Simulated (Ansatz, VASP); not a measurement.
## Two plane-wave programs on Sn

File POSCAR:

```
Sn
1.0
   -1.9110612497      1.9110612497      1.9110612497
    1.9110612497     -1.9110612497      1.9110612497
    1.9110612497      1.9110612497     -1.9110612497
Sn
1
Direct
    0.0000000000      0.0000000000      0.0000000000
```

The input INCAR.step1:

```
ALGO = Normal
EDIFF = 1E-4
ENCUT = 520
GGA = PE
ISMEAR = -1
LASPH = T
LCHARG = F
LREAL = F
LWAVE = T
NBANDS = 13
NELM = 60
PREC = Accurate
SIGMA = 0.1
```

INCAR.step2

```
ALGO = Normal
EDIFF = 1E-7
ENCUT = 520
ISIF = 2
ISMEAR = -1
ISTART = 1
LASPH = T
LCHARG = T
LELF = T
LMIXTAU = T
LREAL = F
LVHAR = T
LWAVE = F
METAGGA = R2SCAN
NBANDS = 13
NELM = 60
PREC = Accurate
SIGMA = 0.1
```

KPOINTS

```
k-points
0
Gamma
  13 13 13
```

Input for Ansatz:

```yaml
crystal:
  lattice:
    - [-1.9110612497, 1.9110612497, 1.9110612497]
    - [1.9110612497, -1.9110612497, 1.9110612497]
    - [1.9110612497, 1.9110612497, -1.9110612497]
  atoms:
    - { symbol: Sn, position: [0.0, 0.0, 0.0] }
hamiltonian:
  xc: r2scan
  pseudopotentials:
    kind: paw
    azcp:
      Sn: "pseudopotentials/Sn.paw.azcp"
basis:
  ecutwfc: 500
  fft_grid_basis: typed
kpoints:
  mp_grid: { grid: [13, 13, 13], shift: [0, 0, 0] }
magnetization:
  spin_polarized: false
scf:
  occupations: { method: fermi_dirac, width: 0.1 }
  lower_state_search: "off"
output:
  stress: true
```

Alike in both runs: task single point; functional r2SCAN; k mesh 13 × 13 × 13; occupations fermi-dirac, width 0.1 eV; no spin polarisation.

|  | VASP | Ansatz |
| --- | --- | --- |
| version | VASP 6.6.1 | Ansatz 0.2.0 |
| potentials or method | VASP PAW PBE potentials, release 64 (Sn_d) | plane waves (500 eV) with PAW, scalar-relativistic |
| plane-wave cutoff (eV) | 520 | 500 |
| valence electrons in the cell | 14 | 14 |

|  | VASP | Ansatz | Ansatz less VASP |
| --- | --- | --- | --- |
| pressure (GPa) | -1.6 | -1.6 | +0.01 |

With one functional, cell and mesh, what is left measures potentials, basis and numerics.

Caveats: the PAW data sets were made with another functional, which shifts forces and pressure a little (VASP).
